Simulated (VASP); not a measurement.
# SnO2 (Cassiterite) (P4_2/mnm) in VASP: further runs, part 2 of 2

VASP 6.6.1. The steps go on from the part before.

### 3 Band structure, PBE, spin-orbit coupling, no magnetisation

INCAR reads:

```
SYSTEM = SnO2
ALGO = Fast
EDIFF = 1E-6
ENCUT = 520
GGA = PE
GGA_COMPAT = .False.
ISIF = 2
ISMEAR = -1
LASPH = .True.
LCHARG = .False.
LNONCOLLINEAR = .True.
LORBIT = 11
LREAL = .False.
LSORBIT = .True.
LWAVE = .False.
MAGMOM = 0 0 0 0 0 0 0 0 0 0 0 0 0 0 0 0 0 0
NBANDS = 68
NELM = 80
PREC = Accurate
SIGMA = 0.05
```

KPOINTS reads:

```
k-points
0
Gamma
  5 5 6
  0 0 0
```

POSCAR reads:

```
SnO2
1.0
    4.7380000000      0.0000000000      0.0000000000
    0.0000000000      4.7380000000      0.0000000000
    0.0000000000      0.0000000000      3.1865000000
Sn O
2 4
Direct
    0.5000000000      0.5000000000      0.5000000000
    0.0000000000      0.0000000000      0.0000000000
    0.8071000000      0.1929000000      0.5000000000
    0.6929000000      0.6929000000      0.0000000000
    0.1929000000      0.8071000000      0.5000000000
    0.3071000000      0.3071000000      0.0000000000
```

KPOINTS_OPT reads:

```
path GXMGZRAZ,XR,MA
10
line-mode
reciprocal
 0.0000000000  0.0000000000  0.0000000000  G
 0.0000000000  0.5000000000  0.0000000000  X

 0.0000000000  0.5000000000  0.0000000000  X
 0.5000000000  0.5000000000  0.0000000000  M

 0.5000000000  0.5000000000  0.0000000000  M
 0.0000000000  0.0000000000  0.0000000000  G

 0.0000000000  0.0000000000  0.0000000000  G
 0.0000000000  0.0000000000  0.5000000000  Z

 0.0000000000  0.0000000000  0.5000000000  Z
 0.0000000000  0.5000000000  0.5000000000  R

 0.0000000000  0.5000000000  0.5000000000  R
 0.5000000000  0.5000000000  0.5000000000  A

 0.5000000000  0.5000000000  0.5000000000  A
 0.0000000000  0.0000000000  0.5000000000  Z

 0.0000000000  0.5000000000  0.0000000000  X
 0.0000000000  0.5000000000  0.5000000000  R

 0.5000000000  0.5000000000  0.0000000000  M
 0.5000000000  0.5000000000  0.5000000000  A
```

Potentials or basis: VASP PAW PBE potentials, release 64 (Sn_d, O).

On the command line:

```console
> cat potpaw_PBE.64/Sn_d/POTCAR potpaw_PBE.64/O/POTCAR > POTCAR
> mpirun -np 1 vasp_ncl > vasp.out
```

OUTCAR:

```text
SYSTEM = SnO2
   EDIFF = 1E-6
   ENCUT = 520
   GGA = PE
   ISIF = 2
   ISMEAR = -1
   LASPH = .True.
   LNONCOLLINEAR = .True.
   LORBIT = 11
   LREAL = .False.
   LSORBIT = .True.
   NELM = 80
   PREC = Accurate

 ion  position               nearest neighbor table
   1  0.500  0.500  0.500-   4 2.05   6 2.05   4 2.05   6 2.05   5 2.06   3 2.06   2 3.71   2 3.71
                             2 3.71   2 3.71   2 3.71   2 3.71   2 3.71   2 3.71
   2  0.000  0.000  0.000-   3 2.05   5 2.05   3 2.05   5 2.05   4 2.06   6 2.06   1 3.71   1 3.71
                             1 3.71   1 3.71   1 3.71   1 3.71   1 3.71   1 3.71
   3  0.807  0.193  0.500-   2 2.05   2 2.05   1 2.06
   4  0.693  0.693  0.000-   1 2.05   1 2.05   2 2.06
   5  0.193  0.807  0.500-   2 2.05   2 2.05   1 2.06
   6  0.307  0.307  0.000-   1 2.05   1 2.05   2 2.06

  LATTYP: Found a simple tetragonal cell.
 ALAT       =     4.7380000000
 C/A-ratio  =     0.6725411566

  Lattice vectors:

 A1 = (   4.7380000000,   0.0000000000,   0.0000000000)
 A2 = (   0.0000000000,   4.7380000000,   0.0000000000)
 A3 = (   0.0000000000,   0.0000000000,   3.1865000000)

Analysis of symmetry for initial positions (statically):
=====================================================================
 Subroutine PRICEL returns:
 Original cell was already a primitive cell.

 Routine SETGRP: Setting up the symmetry group for a
 simple tetragonal supercell.

 Subroutine GETGRP returns: Found 16 space group operations
 (whereof  8 operations were pure point group operations)
 out of a pool of 16 trial point group operations.

The static configuration has the point symmetry D_2h.
 The point group associated with its full space group is D_4h.

[... 1831 lines left out ...]
      0.91396      3.82404      1.59325         0.207093     -0.207093     -0.000000
      1.45504      1.45504      0.00000        -0.207093     -0.207093      0.000000
 -----------------------------------------------------------------------------------
    total drift:                               -0.000000      0.000000      0.000000

  FREE ENERGIE OF THE ION-ELECTRON SYSTEM (eV)
  ---------------------------------------------------
  free  energy   TOTEN  =       -37.2326291914 eV

  energy  without entropy=      -37.2326291338  energy(sigma->0) =      -37.23262916

 Spin-Orbit-Coupling matrix elements

 Ion:    1  E_soc:     -0.0735413
 l=   1
     0.0000000    -0.0065959    -0.0064954
    -0.0065959     0.0000000    -0.0065959
    -0.0064954    -0.0065959     0.0000000
 l=   2
     0.0000000    -0.0011144     0.0000000    -0.0011144    -0.0045792
    -0.0011144     0.0000000    -0.0034184    -0.0011290    -0.0011548
     0.0000000    -0.0034184     0.0000000    -0.0034184     0.0000000
    -0.0011144    -0.0011290    -0.0034184     0.0000000    -0.0011548
    -0.0045792    -0.0011548     0.0000000    -0.0011548     0.0000000
 l=   3
     0.0000000     0.0000000     0.0000000     0.0000000     0.0000000     0.0000000     0.0000000
     0.0000000     0.0000000     0.0000000     0.0000000     0.0000000     0.0000000     0.0000000
     0.0000000     0.0000000     0.0000000     0.0000000     0.0000000     0.0000000     0.0000000
     0.0000000     0.0000000     0.0000000     0.0000000     0.0000000     0.0000000     0.0000000
[... 89 lines left out ...]
 l=   2
     0.0000000     0.0000000     0.0000000     0.0000000     0.0000000
     0.0000000     0.0000000     0.0000000     0.0000000     0.0000000
     0.0000000     0.0000000     0.0000000     0.0000000     0.0000000
     0.0000000     0.0000000     0.0000000     0.0000000     0.0000000
     0.0000000     0.0000000     0.0000000     0.0000000     0.0000000
 l=   3
     0.0000000     0.0000000     0.0000000     0.0000000     0.0000000     0.0000000     0.0000000
     0.0000000     0.0000000     0.0000000     0.0000000     0.0000000     0.0000000     0.0000000
     0.0000000     0.0000000     0.0000000     0.0000000     0.0000000     0.0000000     0.0000000
     0.0000000     0.0000000     0.0000000     0.0000000     0.0000000     0.0000000     0.0000000
     0.0000000     0.0000000     0.0000000     0.0000000     0.0000000     0.0000000     0.0000000
     0.0000000     0.0000000     0.0000000     0.0000000     0.0000000     0.0000000     0.0000000
     0.0000000     0.0000000     0.0000000     0.0000000     0.0000000     0.0000000     0.0000000

 total charge

# of ion       s       p       d       tot
------------------------------------------
    1        0.880   1.103  10.389  12.372
    2        0.880   1.103  10.389  12.372
    3        1.561   3.520   0.000   5.081
    4        1.561   3.520   0.000   5.081
    5        1.561   3.520   0.000   5.081
    6        1.561   3.520   0.000   5.081
--------------------------------------------------
tot          8.003  16.286  20.777  45.067

 magnetization (x)

# of ion       s       p       d       tot
------------------------------------------
    1        0.000   0.000   0.000   0.000
    2        0.000   0.000   0.000   0.000
    3        0.000   0.000   0.000   0.000
    4        0.000   0.000   0.000   0.000
    5        0.000   0.000   0.000   0.000
    6        0.000   0.000   0.000   0.000
--------------------------------------------------
tot          0.000   0.000   0.000   0.000

 magnetization (y)

# of ion       s       p       d       tot
------------------------------------------
    1        0.000   0.000   0.000   0.000
    2        0.000   0.000   0.000   0.000
    3        0.000   0.000   0.000   0.000
    4        0.000   0.000   0.000   0.000
    5        0.000   0.000   0.000   0.000
    6        0.000   0.000   0.000   0.000
--------------------------------------------------
tot          0.000   0.000   0.000   0.000

 magnetization (z)

# of ion       s       p       d       tot
------------------------------------------
    1        0.000   0.000   0.000   0.000
    2        0.000   0.000   0.000   0.000
    3        0.000   0.000   0.000   0.000
    4        0.000   0.000   0.000   0.000
    5        0.000   0.000   0.000   0.000
    6        0.000   0.000   0.000   0.000
--------------------------------------------------
tot          0.000   0.000   0.000   0.000
```

It took 9.7 min on 1 thread of AMD EPYC 7R13 (Zen 3), shared host; peak memory 0.45 GiB.

What came out:

* Free energy: -37.2326 eV
* Pressure: 11.8 GPa
* Largest force: 0.293 eV/Å
* Valence electrons inside the program's atomic spheres: Sn 12.37; O 5.08

Forces on the atoms (eV/Å):
```
Sn   0.000  0.000  0.000
Sn   0.000  0.000  0.000
O   -0.207  0.207  0.000
O    0.207  0.207  0.000
O    0.207 -0.207  0.000
O   -0.207 -0.207  0.000
```

Stress tensor (GPa, compression positive):
```
10.67  0.00  0.00
 0.00 10.67  0.00
 0.00  0.00 13.96
```

### 4 The reference run

An earlier run on the cell as given: functional PBEsol; potentials or basis VASP PAW PBE potentials, release 64 (Sn_d, O); cutoff 520 eV; k mesh 6 × 6 × 8; occupations fermi-dirac, width 0.05 eV; no spin polarisation.

* Pressure: 5.4 GPa
* Largest force: 0.229 eV/Å
* Band gap on the k mesh: 1.18 eV, direct

### 5 Overview

```csv
task,level,spin,k mesh,ladder,gap on the mesh (eV),pressure (GPa),largest force (eV/Å)
band structure,PBE,off,6 × 6 × 8,-,1.27,-,-
band structure,PBE,"SOC, no magnetisation",5 × 5 × 6,-,-,11.8,0.29
single point,PBEsol,off,6 × 6 × 8,free,1.18,5.4,0.23
```

Alike in all rows: potentials or basis VASP PAW PBE potentials, release 64 (Sn_d, O); cell as given; cutoff (eV) 520; smearing fermi-dirac 0.05 eV.

Caveats: spin-orbit coupling is left out, which moves the levels of the heavy elements (some runs); the PAW data sets were made with another functional, which shifts forces and pressure a little (some runs).

Total energies depend on the potentials used, so only differences within one code and one set of settings carry meaning.
